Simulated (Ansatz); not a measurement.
## Bi2Se3: course of a relaxation

These are results of DFT PBE, scalar-relativistic, plane waves, PAW in Ansatz, not measurements. Run with 420 eV cutoff, 6×6×6 k-mesh, Gaussian smearing of 0.02 eV, no spin polarisation.

What was changed: uniaxial strain along c, with a, b and atoms relaxed: -2.0 %.

Spin–orbit coupling is left out, which can shift energies with elements as heavy as these.

Command:

```bash
ansatz run input.yaml --threads 1 --pin off --max-ram 2560MiB --backend cpu --events-out ev --progress --plain --runs-dir out
```

Input:

```yaml
crystal:
  lattice:
    - [2.1050554602, 1.2712537126, 10.3143667805]
    - [-2.1050554602, 1.2712537126, 10.3143667805]
    - [0.0, -2.3702432833, 10.2945354863]
  atoms:
    - { symbol: Bi, position: [0.3952545117, 0.3952545117, 0.3952545117] }
    - { symbol: Bi, position: [0.6047454883, 0.6047454883, 0.6047454883] }
    - { symbol: Se, position: [0.0, 0.0, 0.0] }
    - { symbol: Se, position: [0.2218479355, 0.2218479355, 0.2218479355] }
    - { symbol: Se, position: [0.7781520645, 0.7781520645, 0.7781520645] }
basis:
  ecutwfc: 420
kpoints:
  mp_grid: { grid: [6, 6, 6] }
hamiltonian:
  xc: pbe
scf:
  occupations: { method: gaussian, width: 0.02 }
output:
  forces: true
  stress: true
  eigenvalues: true
relax:
  adjacent_minimum: "off"
  f_tol: 0.008
  max_steps: 40
  cell: { stress_tol: 0.015, fix: [c, angles] }
```

F is the free energy. Steps run on the plane waves of an earlier cell, but the last one, and at times one on the way, on a freshly chosen basis, so a repeated geometry can differ a little in energy. The held parts of the cell keep their stress, so P needn't end at zero.

Steps:

| step | F − F(1) (eV) | largest force component (eV/Å) | V (Å³/atom) | P (GPa) |
| --- | --- | --- | --- | --- |
| 1 | 0.0000 | 0.163 | 31.605 | 0.46 |
| 2 | 0.0080 | 0.235 | 31.334 | -1.04 |
| 3 | -0.0108 | 0.007 | 31.418 | -0.14 |
| 4 | -0.0111 | 0.006 | 31.300 | -0.03 |
| 5 | -0.0111 | 0.001 | 31.304 | -0.03 |
| 6 | -0.0109 | 0.001 | 31.304 | -0.03 |

Relaxed structure:

```cif
data_structure
_symmetry_space_group_name_H-M 'P 1'
_symmetry_Int_Tables_number 1
_cell_length_a 10.5529
_cell_length_b 10.5529
_cell_length_c 10.5639
_cell_angle_alpha 22.922
_cell_angle_beta 22.922
_cell_angle_gamma 22.901
_cell_volume 156.52
loop_
_atom_site_label
_atom_site_type_symbol
_atom_site_fract_x
_atom_site_fract_y
_atom_site_fract_z
_atom_site_occupancy
Bi1 Bi 0.39688 0.39688 0.39549 1
Bi2 Bi 0.60312 0.60312 0.60451 1
Se1 Se 0.00000 0.00000 0.00000 1
Se2 Se 0.21864 0.21864 0.22133 1
Se3 Se 0.78136 0.78136 0.77867 1
```

It takes space group C2/m (No. 12, monoclinic). Conventional cell: a = 7.271 Å, b = 4.190 Å, c = 10.564 Å, α = 90.00°, β = 103.43°, γ = 90.00°. Around Bi (site symmetry m) lie 6 Se at 2.88 to 3.11 Å. Se (site symmetry 2/m) is surrounded by 6 Bi at 3.11 Å. Se (site symmetry m) has 3 Bi at 2.88 Å as nearest neighbours.

The run converged. The run took 4.8 min on 1 thread of AMD EPYC 7R43 64-Core Processor (Zen 3) (shared host), peak memory 0.69 GiB.